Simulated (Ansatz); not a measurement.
# TiC: do energies and stresses tell the same story?

All numbers below come from DFT r2SCAN, scalar-relativistic, plane waves, PAW (Ansatz 0.2.0).

Plane waves to 500 eV, a k mesh through Γ of 16×16×16 on the computed 2-atom cell and Gaussian smearing (0.10 eV); no spin polarisation.

Relaxed cell: Fm-3m, a = 4.328 Å, b = 4.328 Å, c = 4.328 Å, α = 90.00°, β = 90.00°, γ = 90.00°, 2 atoms in the primitive cell.

Energies at zero smearing and pressures from the stress tensor, at volumes with shape and atoms relaxed:
```json
{"V (Å³/atom)": "8.917", "E − E(first) (meV/atom)": "0.00", "P (GPa)": "43.11"}
{"V (Å³/atom)": "9.221", "E − E(first) (meV/atom)": "-68.81", "P (GPa)": "29.79"}
{"V (Å³/atom)": "9.525", "E − E(first) (meV/atom)": "-114.18", "P (GPa)": "18.34"}
{"V (Å³/atom)": "9.828", "E − E(first) (meV/atom)": "-139.38", "P (GPa)": "8.49"}
{"V (Å³/atom)": "10.132", "E − E(first) (meV/atom)": "-147.23", "P (GPa)": "0.00"}
{"V (Å³/atom)": "10.436", "E − E(first) (meV/atom)": "-140.12", "P (GPa)": "-7.31"}
{"V (Å³/atom)": "10.740", "E − E(first) (meV/atom)": "-120.13", "P (GPa)": "-13.61"}
{"V (Å³/atom)": "11.146", "E − E(first) (meV/atom)": "-76.48", "P (GPa)": "-20.67"}
```

Check P = −dE/dV between neighbouring volumes, and get the bulk modulus from the pressures alone.

With 1 eV/Å³ = 160.2 GPa:
```
middle V (Å³/atom)  −ΔE/ΔV (GPa) mean P (GPa)
             9.069        36.270        36.452
             9.373        23.914        24.066
             9.677        13.282        13.414
             9.980         4.135         4.245
            10.284        -3.748        -3.654
            10.588       -10.537       -10.459
            10.943       -17.254       -17.138
```

The two differ by 0.18 GPa at most. The mean of two end pressures misses the average over a step by about ΔV² P″/12, up to 0.17 GPa here; with that taken off 0.01 GPa remains. Around V = 10.132 Å³/atom, the two neighbours give B = −V ΔP/ΔV = 10.132 × 15.80 / 0.608 = 263.3 GPa, against B0 = 262.0 GPa from the Birch–Murnaghan fit of the energies.